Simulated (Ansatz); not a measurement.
The cell below belongs to a search over invented structures; it isn't taken from experiment.

Input and command of a plane-wave DFT calculation in Ansatz:

```yaml
crystal:
  lattice:
    - [3.4107162247, 0.0, 0.0]
    - [0.0, 3.4107162247, 0.0]
    - [0.0, 0.0, 3.4107162247]
  atoms:
    - { symbol: Co, position: [0.5, 0.0, 0.0], spin: -2.12 }
    - { symbol: Co, position: [0.0, 0.5, 0.0], spin: -2.12 }
    - { symbol: Co, position: [0.0, 0.0, 0.5], spin: -2.12 }
basis:
  ecutwfc: 420
kpoints:
  mp_grid: { grid: [14, 14, 14] }
hamiltonian:
  xc: pbe
scf:
  occupations: { method: gaussian, width: 0.1 }
output:
  forces: true
  stress: true
  eigenvalues: true
  populations: true
magnetization:
  spin_polarized: true
relax:
  adjacent_minimum: "off"
  f_tol: 0.01
  max_steps: 80
  cell: { stress_tol: 0.05 }
```

```bash
ansatz run input.yaml --threads 1 --pin off --max-ram 2560MiB --backend cpu --events-out ev --progress --plain --runs-dir out
```

Processor: Intel(R) Xeon(R) Processor @ 2.50GHz (Skylake/Cascade Lake), 1 thread, on a host shared with other jobs.

Question: How long does it run, and how much memory does it take?

Answer: About 2.3 min, peak memory 0.55 GiB. It solves 35 bands at 120 k points (after reduction by symmetry) with about 751 plane waves (on the last cell), in 18 SCF iterations over 2 ionic steps.
